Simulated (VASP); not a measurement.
## Be16H (a cell with a defect): single point with PBE

Crystal: Be16H (a cell with a defect).

```
CELL_PARAMETERS angstrom
-2.29000 -3.96640 0.00000
3.43500 -1.98320 0.00000
0.00000 0.00000 7.17686
ATOMIC_POSITIONS crystal
Be 0.75021 0.50440 0.99423
Be 0.48344 0.33921 0.24601
Be 0.75021 0.51083 0.50628
Be 0.50056 0.33374 0.74957
Be 0.49803 0.99747 0.99630
Be 0.25021 0.82806 0.25086
Be 0.49543 0.99415 0.50622
Be 0.25021 0.82668 0.75256
Be 0.25021 0.49631 0.99838
Be 0.01696 0.33924 0.24601
Be 0.25021 0.49524 0.50162
Be 0.99987 0.33375 0.74957
Be 0.00239 0.99747 0.99630
Be 0.75020 0.82450 0.24785
Be 0.00500 0.99415 0.50621
Be 0.75021 0.83666 0.75196
H 0.75021 0.18055 0.29197
```

The cell was built by a generator and needn't be a form met in nature.

```
Program             : VASP 6.6.1
Task                : single point
Functional          : PBE
Potentials or basis : VASP PAW PBE potentials, release 64 (Be, H)
Cutoff              : 520 eV
k mesh              : 4 × 4 × 3
Occupations         : fermi-dirac, width 0.05 eV
Spin                : no spin polarisation
```

```yaml
Pressure: 1.3 GPa
Largest_force: 0.626 eV/Å
Band_gap_on_the_k_mesh: none (metal or under the smearing width)
```

Forces in eV/Å, atoms in the order of the input:
```
Be  -0.030  0.017 -0.017
Be  -0.013 -0.009 -0.104
Be   0.021 -0.012 -0.050
Be   0.002  0.010 -0.043
Be   0.008 -0.011 -0.011
Be   0.003 -0.002 -0.025
Be  -0.004  0.028 -0.027
Be  -0.002  0.001  0.000
Be   0.008 -0.004 -0.040
Be   0.000  0.016 -0.104
Be  -0.003  0.001 -0.035
Be  -0.007 -0.006 -0.043
Be   0.013 -0.001 -0.011
Be   0.019 -0.011 -0.076
Be  -0.026 -0.011 -0.027
Be   0.002 -0.001 -0.012
H    0.009 -0.005  0.626
```

Stress tensor (GPa, compression positive):
```
 0.35 -0.25 -0.07
-0.25  0.06  0.04
-0.07  0.04  3.60
```

Levels at points of the mesh, in eV from the Fermi level:
```
           k point  band 12  band 13  band 14  band 15  band 16  band 17  band 18  band 19  band 20  band 21
(0.00, 0.00, 0.00)    -4.23    -4.08    -3.70    -0.83     0.09     0.34     0.70     0.85     1.03     1.08
(0.50, 0.00, 0.00)    -2.67    -2.56    -2.46    -2.41    -2.40    -1.02     0.13     0.40     0.49     0.51
(0.00, 0.50, 0.00)    -4.06    -3.73    -3.69    -2.66    -2.61    -0.36     0.68     0.71     0.80     0.89
(0.50, 0.50, 0.00)    -6.45    -1.18    -1.05    -0.93    -0.87    -0.15     0.37     0.51     0.61     3.47
```

Run time: 3 min on 1 thread of Intel(R) Xeon(R) Platinum 8259CL CPU @ 2.50GHz (Skylake/Cascade Lake), on a shared host, peak memory 0.25 GiB.

Caveat: the k mesh is coarse (spacing up to 0.40 Å⁻¹), so the values aren't converged.
